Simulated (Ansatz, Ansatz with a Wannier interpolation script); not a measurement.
# From a coarse GW mesh to bands everywhere: SiC (Moissanite), part 2 of 2

G0W0 gives levels on a mesh alone; what do the bands of SiC (Moissanite) look like between the points?

Ansatz 0.2.0; LDA, Wannier functions and G0W0, plane waves, PAW. Known limits of the many-body steps: not at the basis limit.

So far. Step 2 (LDA bands): The gap is indirect, with the least direct gap 1.78 eV higher. Step 3 (Wannier functions (C:2s C:2p Si:3p) on 9×9×4): Near the gap the model misses directly solved bands by 4.7 meV r.m.s. and by 33 meV at most in the window tested. This tests the starting bands, not the corrections carried with them.

### 4. G0W0 at every point of the mesh: 9×9×4 mesh, 190 empty bands, screening to 160 eV

G0W0 replaces the xc potential by the self-energy, built once from these orbitals. Only a window of levels is corrected, while the sums run over the empty bands that the input names.

This step: G0W0 on LDA, plane waves, PAW.

File input.yaml:

```yaml
crystal:
  lattice:
    - [3.076, 0.0, 0.0]
    - [-1.538, 2.66389414, 0.0]
    - [0.0, 0.0, 5.048]
  atoms:
    - { symbol: Si, position: [0.33333333, 0.66666667, 0.0] }
    - { symbol: Si, position: [0.66666667, 0.33333333, 0.5] }
    - { symbol: C, position: [0.33333333, 0.66666667, 0.385] }
    - { symbol: C, position: [0.66666667, 0.33333333, 0.885] }
kpoints:
  mp_grid: { grid: [9, 9, 4] }
hamiltonian:
  xc: lda
  pseudopotentials: { kind: paw, azcp: { folder: "./paw" } }
scf:
  occupations: { method: fixed }
gw:
  n_empty_bands: 190
  ecut_chi: 160.0
  qp_bands: [v6, c4]
  screening: { model: contour_deformation }
```

Launch:

```sh
ansatz run input.yaml --threads 3 --pin off --max-ram 92160MiB --backend cuda --events-out ev --progress --plain --runs-dir out --devices 1 --max-vram 13GiB
```

Numbers of over 12 decimals in the logs are rounded to 6 here.

Log:

```text
[...]
GPUs: using 1 of 1 available (devices: 1).
[...]
GPU FFT provider: cuFFT
GPU libraries: cuBLAS 13.8.2, cuFFT 12.4.0, cuSOLVER 12.3.4
Crystal: 4 atoms, lattice volume = 41.364 Å³
Basis set: ecut = 420 eV, 785 PW (Γ)
Bands: 12, of which v1, the nominal top of the filled ones, is band 8 counted from 1 (7 counted from 0)
Symmetry: 12 space group operations
[...]
k-points: 36 of 324 (time reversal used)
[...]
GPU buffer pool allocated for 20736 grid points (all kernels)
[...]
SCF iter   1: F=—  HF=-1707.467404 eV  |F-HF|=—  |Δ(HF+E_count)|=         —  Δρ=1.38e-1  dr2=9.60e0  ethr=3.10e-3  ⟨swp⟩=4.3  Hψ=2520  notcnv=0  defer=63
[...]
SCF iter   7: F=-1704.356026 eV  HF=-1704.356026 eV  |F-HF|=1.27e-9  |Δ(HF+E_count)|=   3.85e-8  Δρ=3.91e-6  dr2=3.34e-9  ethr=6.25e-10  ⟨swp⟩=2.5  Hψ=892  notcnv=0
SCF 1 converged in 7 iterations: F = -1704.356026 eV  dr2 = 3.34e-9
[...]
G₀W₀ screening: q 1/36
[... further progress lines ...]
[...]
SCF converged after 7 iterations
Free energy (F): -1704.356026 eV
[...]
Internal energy: -1704.356026 eV  (E = F + TS)
E sigma→0 (E₀):  -1704.356026 eV
Fermi energy:    9.543415 eV
[...]
--- Band table (eV; the first three rows and the last of 36) ---
  k-point 0: bands = [... 4 lower, 7.9899, 9.2699, 9.2699, 9.5434, 14.1211, 15.5586, 15.9469, 15.9469]
  k-point 1: bands = [... 4 lower, 8.1540, 8.1540, 9.0557, 9.0557, 14.3959, 16.0696, 16.0696, 16.3034]
  k-point 2: bands = [... 4 lower, 8.5797, 8.5797, 8.5797, 8.5797, 15.1862, 15.1862, 16.6182, 16.6182]
  k-point 35: bands = [... 4 lower, 3.6563, 3.6563, 7.7894, 7.7894, 14.3048, 14.3048, 15.3992, 15.3992]
--- G₀W₀: contour deformation, 6 samples at zero and on the imaginary axis and 2 off it, 324 q-points, 190 empty bands' worth ---
  eigenvalues of the whole cell's RPA ε∞ on this k-mesh (on a slab, of 1 + 4πα/V) = 6.6482, 6.6482, 7.0551; static W/v taken at q = 0 is 0.146698
    ik  band        ε_KS         Σx   Σc(E_QP)       V_xc       Z   E_QP_lin       E_QP  E_QP is
     0     3      0.8308   -18.9821     4.8567   -13.3986  0.7319     0.0879     0.1041  root
     0     4      7.9899   -18.6682     2.2726   -15.8194  0.7835     7.4109     7.4136  root
     0     5      7.9899   -18.6682     2.2726   -15.8194  0.7835     7.4109     7.4136  root
     0     6      9.2699   -18.4336     1.8913   -16.0744  0.7879     8.8006     8.8020  root
     0     7      9.2699   -18.4336     1.8913   -16.0744  0.7879     8.8006     8.8020  root
     0     8      9.5434   -18.0009     1.7057   -15.8467  0.7888     9.0936     9.0949  root
     0     9     14.1211    -9.3880    -4.8516   -14.8958  0.8017    14.7807    14.7774  root
     0    10     15.5586    -9.3155    -5.2903   -15.2017  0.7852    16.1581    16.1545  root
     0    11     15.9469    -7.9016    -5.1911   -13.8740  0.7985    16.7343    16.7281  root
     0    12     15.9469    -7.9016    -5.1911   -13.8740  0.7985    16.7343    16.7281  root
     1     3      2.3382   -19.2155     4.3952   -14.0843  0.7545     1.6060     1.6022  root
     1     4      7.9866   -18.1211     2.1676   -15.3831  0.7813     7.4134     7.4162  root
     1     5      8.1540   -18.6404     2.2246   -15.8522  0.7842     7.5879     7.5904  root
     1     6      8.1540   -18.6404     2.2246   -15.8522  0.7842     7.5879     7.5904  root
[...]
35     8      7.7894   -18.4769     2.2697   -15.6298  0.7813     7.2091     7.2119  root
    35     9     14.3048    -7.9805    -4.8202   -13.4427  0.8068    14.9500    14.9468  root
    35    10     14.3048    -7.9805    -4.8202   -13.4427  0.8068    14.9500    14.9468  root
    35    11     15.3992    -6.5114    -5.1952   -12.3480  0.7940    16.0451    16.0406  root
    35    12     15.3992    -6.5114    -5.1952   -12.3480  0.7940    16.0451    16.0406  root
```

It took 52 s on 1 × NVIDIA H100 80GB HBM3 (shared by 6 runs) with 3 threads of AMD EPYC 7R13 (Zen 3), shared host; peak memory 1.3 GiB.

Numbers from this step:

```
bands summed                                 : 198
RPA ε∞ on this mesh (eigenvalues)            : 6.648, 6.648, 7.055
plane waves in the screening matrix          : 197
q-points in the mesh                         : 324
G0W0 gap on the mesh                         : 3.129 eV
k of the valence top                         : 0, 0, 0
k of the conduction bottom                   : 0.3333, 0.3333, 0
starting gap on the mesh                     : 2.213 eV
Z at the valence top                         : 0.7888
Z at the conduction bottom                   : 0.8217
least direct G0W0 gap on the computed points : 5.130 eV
```

The gap on the mesh goes from 2.21 eV to 3.13 eV, a correction of +0.92 eV. Between the two edge states, bare exchange in place of the xc potential would open the gap by 6.84 eV, and correlation takes back 5.92 eV.

### 5. Interpolating the corrections

A script adds the corrections, carried to the Wannier functions and back, to the LDA levels, along the path and on a 26×26×9 mesh.

| Item | Value |
| --- | --- |
| G0W0 gap over the zone | 3.129 eV |
| valence top at | Γ |
| conduction bottom at | K |
| starting gap over the zone | 2.213 eV |
| least direct G0W0 gap | 5.097 eV |
| G0W0 gap on the mesh | 3.129 eV |
| valence width, start | 8.713 eV |
| valence width, G0W0 | 8.991 eV |
| gap by a rigid shift | 3.129 eV |

Levels solved directly plus the interpolated quasiparticle correction. Limits: finite bands, cutoff and mesh. Quasiparticle bands along the path, in eV, zero at the valence-band top of each set:

| point | band 5 | band 6 | band 7 | band 8 | band 9 |
| --- | --- | --- | --- | --- | --- |
| Γ | -1.68 | -0.29 | -0.29 | 0.00 | 5.68 |
| halfway | -3.43 | -2.95 | -0.99 | -0.97 | 4.85 |
| M | -5.67 | -3.79 | -3.44 | -1.61 | 3.49 |
| halfway | -5.75 | -5.04 | -3.54 | -3.02 | 4.11 |
| K | -6.75 | -4.38 | -4.27 | -4.27 | 3.13 |
| halfway | -4.61 | -3.27 | -1.86 | -1.25 | 6.08 |
| Γ | -1.68 | -0.29 | -0.29 | 0.00 | 5.68 |
| halfway | -1.50 | -1.50 | -0.53 | -0.53 | 5.97 |
| A | -1.04 | -1.04 | -1.04 | -1.04 | 6.77 |
| halfway | -3.26 | -3.26 | -2.11 | -2.11 | 5.34 |
| L | -2.88 | -2.88 | -2.50 | -2.50 | 4.06 |
| halfway | -4.71 | -4.71 | -2.09 | -2.09 | 5.07 |
| H | -6.14 | -6.14 | -1.88 | -1.88 | 5.85 |
| halfway | -3.40 | -3.40 | -2.82 | -2.82 | 6.03 |
| A | -1.04 | -1.04 | -1.04 | -1.04 | 6.77 |
| jump to L | -2.88 | -2.88 | -2.50 | -2.50 | 4.06 |
| halfway | -4.40 | -3.55 | -2.49 | -2.04 | 3.82 |
| M | -5.67 | -3.79 | -3.44 | -1.61 | 3.49 |
| jump to H | -6.14 | -6.14 | -1.88 | -1.88 | 5.85 |
| halfway | -6.95 | -5.04 | -3.03 | -3.03 | 4.37 |
| K | -6.75 | -4.38 | -4.27 | -4.27 | 3.13 |

The same for LDA:

| point | band 5 | band 6 | band 7 | band 8 | band 9 |
| --- | --- | --- | --- | --- | --- |
| Γ | -1.55 | -0.27 | -0.27 | 0.00 | 4.58 |
| M | -5.44 | -3.55 | -3.29 | -1.49 | 2.50 |
| K | -6.48 | -4.13 | -4.05 | -4.05 | 2.21 |
| Γ | -1.55 | -0.27 | -0.27 | 0.00 | 4.58 |
| A | -0.96 | -0.96 | -0.96 | -0.96 | 5.64 |
| L | -2.69 | -2.69 | -2.34 | -2.34 | 3.10 |
| H | -5.89 | -5.89 | -1.75 | -1.75 | 4.76 |
| A | -0.96 | -0.96 | -0.96 | -0.96 | 5.64 |
| L | -2.69 | -2.69 | -2.34 | -2.34 | 3.10 |
| M | -5.44 | -3.55 | -3.29 | -1.49 | 2.50 |
| H | -5.89 | -5.89 | -1.75 | -1.75 | 4.76 |
| K | -6.48 | -4.13 | -4.05 | -4.05 | 2.21 |

The first set of quasiparticle bands as a text plot (rows in eV, shown from -8.0 to 6.9 only):

```
    6.6 |                  ++     ++++               ++++
    6.0 |+++              +  + +++             ++ +++        +
    5.4 |   +            +    +       +      ++  +
    4.8 |         +                    ++   +                 +
    4.1 |    ++         +                +++              +    +
    3.5 |      +++ ++ ++                                 + ++
    2.9 |            +                                          +
    2.3 |
    1.6 |
    1.0 |
    0.4 |
   -0.2 |***               ******
   -0.8 | ***              **   ****                   **
   -1.5 |* * *****        **  **** ***                **    *
   -2.1 |***  *   *      ** **      * **    *******  **  *** *
   -2.7 | * *  *        ** **    *   *  ****       ***   * *  *
   -3.3 |  * ** ****   ** *           **   *        *    ** *  *
   -4.0 |      ***  * ** * *      *         *      *      ***   *
   -4.6 |   **    * *** * *        ***            *  ****      **
   -5.2 |     *    *   * *        *   *      *   *  *      *  *
   -5.8 |      *****   ** *                   * *           **
   -6.4 |    **** ***** **       *     *       *   *         *
   -7.1 |        *   ***                *         *        ** ***
   -7.7 |    **    **  ****     *        *       *        *   **
         Γ      M    K        Γ   A       L    H       A|L M|H  K
```

Corrections by starting level (eV, on the run's own energy scale, so only their differences matter):

| start | correction |
| --- | --- |
| -8.71 | −0.73 |
| -7.36 | −0.73 |
| -6.27 | −0.73 |
| -4.77 | −0.70 |
| -4.05 | −0.67 |
| -3.04 | −0.63 |
| -2.41 | −0.62 |
| -1.85 | −0.60 |
| -1.46 | −0.56 |
| -0.48 | −0.48 |
| 2.21 | +0.47 |
| 3.69 | +0.55 |
| 4.76 | +0.61 |
| 5.70 | +0.67 |
| 6.40 | +0.78 |
| 6.97 | +0.82 |
| 7.85 | +0.71 |

### 6. Summary of results

* LDA gap: 2.21 eV
* G0W0 gap over the zone: 3.13 eV, indirect
* least direct G0W0 gap, in the model: 5.10 eV
* GW settings: 9×9×4 mesh, 190 empty bands, screening to 160 eV
* known limits: not at the basis limit

The Wannier model follows the LDA bands to 5 meV r.m.s. near the gap. The G0W0 gap over the zone is 3.13 eV, indirect, from Γ to K; on the mesh alone it is 3.13 eV, nearly the same. The valence width in the model goes from 8.71 eV to 8.99 eV. Against experiment, by G0W0@LDA: the gap of 3.13 eV lies −0.20 eV from the measured 3.33 eV (kind not stated, quoted 2020). The calculation has static nuclei and no excitons; a measured gap holds zero-point and thermal motion, which mostly lowers it. Bands and cutoff are finite, so the gap is not at the basis limit. The miss can reach some tenths of an eV and take either sign; the mesh is an error of its own. Above the frozen window of the model the interpolated levels need not meet the computed ones, even at points of the mesh.

[Paths, hosts, dates, memory and timing lines, banners, echoed tables and standing remarks are left out of the program output.]

[Logs are printed without paths, hosts, clocks, repeated set-up lines and the standing remarks that a program may print on its own settings, such as how far it seeks lower states.]

[Runs of the session that timed out or met a known fault of the program may be left out.]

[Hosts, paths, dates, database ids (printed as entryN), source tags and the programs' standing remarks are cut or masked in the printed files.]
